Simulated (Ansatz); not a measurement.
Phases of Nb at 55 GPa

Structure types of Nb are relaxed in primitive cells with their symmetry kept at 55 GPa, first on PAW files, then by LAPW. The enthalpy is E + pV at zero temperature, without zero-point motion. Only the types listed were tried, and differences under about 5 meV/atom are mesh noise.

All numbers are PBE results (scalar-relativistic) from Ansatz 0.2.0, with Fermi–Dirac smearing of 0.05 eV, no spin polarisation. Methods: LAPW: all electrons, basis error target 0.5 meV/atom; PAW: frozen-core files, cutoff 420 eV.

k meshes: fcc 17×17×17, bcc 18×18×18, hcp 16×16×9, sc 15×15×15, beta tin 17×17×17, diamond 13×13×13.

| start type | ends as | a, b, c (Å) | V (Å³/atom) | H − H(lowest), LAPW (meV/atom) |
| --- | --- | --- | --- | --- |
| fcc | fcc, Fm-3m | 3.911, 3.911, 3.911 | 14.96 | 496.4 |
| bcc | bcc, Im-3m | 3.077, 3.077, 3.077 | 14.56 | 0.0 |
| hcp | hcp, P6_3/mmc | 2.673, 2.673, 4.813 | 14.89 | 433.9 |
| sc | sc, Pm-3m | 2.494, 2.494, 2.494 | 15.51 | ? |
| beta tin | beta tin, I4_1/amd | 4.765, 4.765, 2.652 | 15.05 | ? |
| diamond | diamond, Fd-3m | 5.205, 5.205, 5.205 | 17.63 | 4081.5 |

Problem. Fill in "H − H(lowest), LAPW (meV/atom)" for the row "sc".

Solution. 1446.8.

Problem. Fill in "H − H(lowest), LAPW (meV/atom)" for the row "beta tin".

Solution. 832.6.

Problem. Split the lead of bcc over hcp into energy and pV.

Solution. For hcp less bcc: ΔE = +320.5 meV/atom, and p·ΔV = 55 GPa × +0.3302 Å³ × 6.242 meV/(GPa·Å³) = +113.3 meV/atom, together 433.8 meV/atom. bcc wins on both counts.
